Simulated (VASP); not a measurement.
A run of VASP 6.6.1 is set up as follows.

File INCAR:

```
  PREC = Accurate
  ENCUT = 420
  EDIFF = 1E-6
  ISMEAR = -2
  LREAL = Auto
  LASPH = True
  NELM = 60
  ALGO = Normal
  ISIF = 2
  LWAVE = False
  LCHARG = False
  ISPIN = 2
  MAGMOM = 0.16 0 0.16 0 0.16 0 0 0 0 0 0 0 0 0 0 0 0 0 0 0 0 0 0 0 0 0 0 0 0 0 0 0 0 0 0 0 0 0 0 0 0 0 0 0 0 0 0 0 0 0 0 0 0 0 0 0 0 0 0 0 0 0 0 0 0 0.16 0 0 0 0 0 0 0 0 0 0 0 0 0 0 0 0 0 0 0 0 0 0 0 0 0 0 0 0 0 0 0 0 0 0 0 0 0 0 0 0 0 0 0 0 0 0 0 0 0 0 0 0 0 0 0 0 0 0 0 0 0 0 0 0 0 0 0 0 0 0 0 0 0 0 0 0 0 0 0 0 0 0 0 0 0 0 0 0 0 0 0 0 0 0 0 0 0 0.16 0 0 0 0 0 0 0 0 0 0 0 0 0 0 0 0 0 0 0 0 0 0 0 0 0 0 0 0 0 0 0 0 0 0.16 0 0 0 0 0 0 0 0 0 0 0 0 0 0 0 0 0
  LORBIT = 11
  GGA = PE
  IBRION = 2
  NSW = 30
  EDIFFG = -0.015
  NELECT = 861
  ISYM = 0
  NBANDS = 448
  FERWE = 431*1.0 17*0.0
  FERDO = 427*1.0 1.0 1.0 0.5 0.5 17*0.0
  LUSENCCL = False
```

Contents of KPOINTS:

```
Automatic mesh
0
Gamma
  1 1 1
```

File POSCAR:

```
SiC214
1.0
   10.7160000000      0.0000000000      0.0000000000
    0.0000000000     10.7160000000      0.0000000000
    0.0000000000      0.0000000000     10.7160000000
C Si
214 1
Direct
    0.0000000000      0.1666666667      0.1666666667
    0.0833333333      0.2500000000      0.2500000000
    0.1666666667      0.0000000000      0.1666666667
    0.2500000000      0.0833333333      0.2500000000
    0.1666666667      0.1666666667      0.0000000000
    0.2500000000      0.2500000000      0.0833333333
[... 207 lines left out ...]
    0.9166666667      0.9166666667      0.7500000000
    0.0416666667      0.0416666667      0.0416666667
```

Potentials or basis: VASP PAW PBE potentials, release 64 (C, Si).

The run is started by

```sh
$ cat potpaw_PBE.64/C/POTCAR potpaw_PBE.64/Si/POTCAR > POTCAR
$ mpirun -np 1 vasp_gam > vasp.out
```

(1) Estimate the net moment.

(2) Estimate the site moments.

## Answers

(1) 1.00 μB per cell.

(2) C +0.07, -0.00, +0.00, +0.01; Si -0.01 μB.
